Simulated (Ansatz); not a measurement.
Theory: DFT PBE, scalar-relativistic, plane waves, PAW in Ansatz. Settings: cutoff 420 eV, Γ-centred meshes spaced at most about 0.3 Å⁻¹, and about 0.25 Å⁻¹ or finer for metals (2π included), Gaussian smearing. No spin polarisation.

Each guess is relaxed in cell and atoms at zero pressure, on a coarse mesh first where it starts far from rest and then on a converged one. The steps can't lower the symmetry of the start, but it can rise. Energies are static (0 K, no zero-point motion).

Two unrelaxed guesses for CdHg₂Te₃:

A.

Space group P6_3mc (No. 186). a = 4.402 Å, b = 4.402 Å, c = 21.667 Å, α = 90.00°, β = 90.00°, γ = 120.00°
| atom | site | symmetry | x | y | z |
| --- | --- | --- | --- | --- | --- |
| Cd | 2b | 3m. | 0.3333 | 0.6667 | 0.0001 |
| Hg | 2b | 3m. | 0.3333 | 0.6667 | 0.3334 |
| Hg | 2b | 3m. | 0.3333 | 0.6667 | 0.6668 |
| Te | 2b | 3m. | 0.3333 | 0.6667 | 0.1249 |
| Te | 2b | 3m. | 0.3333 | 0.6667 | 0.4582 |
| Te | 2b | 3m. | 0.3333 | 0.6667 | 0.7915 |

B.

Space group I4/mmm (No. 139). a = 4.409 Å, b = 4.409 Å, c = 18.704 Å, α = 90.00°, β = 90.00°, γ = 90.00°
```csv
atom,site,symmetry,x,y,z
Cd,2b,4/mmm,0.5000,0.5000,0.0000
Hg,4e,4mm,0.5000,0.5000,0.3333
Te,4e,4mm,0.5000,0.5000,0.1667
Te,2a,4/mmm,0.0000,0.0000,0.0000
```

Question: Which guess leads to the lower structure, and by how much?

Answer: A ends lower, by 154 meV/atom. A: P6_3mc at 30.3 Å³/atom → P6_3mc at 36.7 Å³/atom; B: I4/mmm at 30.3 Å³/atom → I4/mmm at 28.9 Å³/atom. Counting Te atoms around Cd and Hg (those within 1.25 times the shortest such distance or 1.15 times the sum of covalent radii), the end of A has Cd 4, Hg 4 and the end of B has Cd 6, Hg 6. End of A. Conventional cell: a = 4.691 Å, c = 23.080 Å. Around Cd lie 4 Te at 2.87–2.88 Å; around Hg on its first site lie 4 Te at 2.88–2.89 Å; around Te on its first site lie 3 Hg at 2.88 Å and 1 Cd at 2.88 Å; 3 more sites not described. End of B. Conventional cell: a = 4.329 Å, c = 18.528 Å. Cd has 6 Te at 3.04–3.06 Å; around Hg lie 6 Te at 3.06–3.15 Å; Te on a site of symmetry 4mm has 1 Cd at 3.04 Å and 5 Hg at 3.06–3.15 Å; 1 more site not described.

Ends held by symmetry can be saddle points. These runs have no spin–orbit coupling, which can matter for Hg and Te.
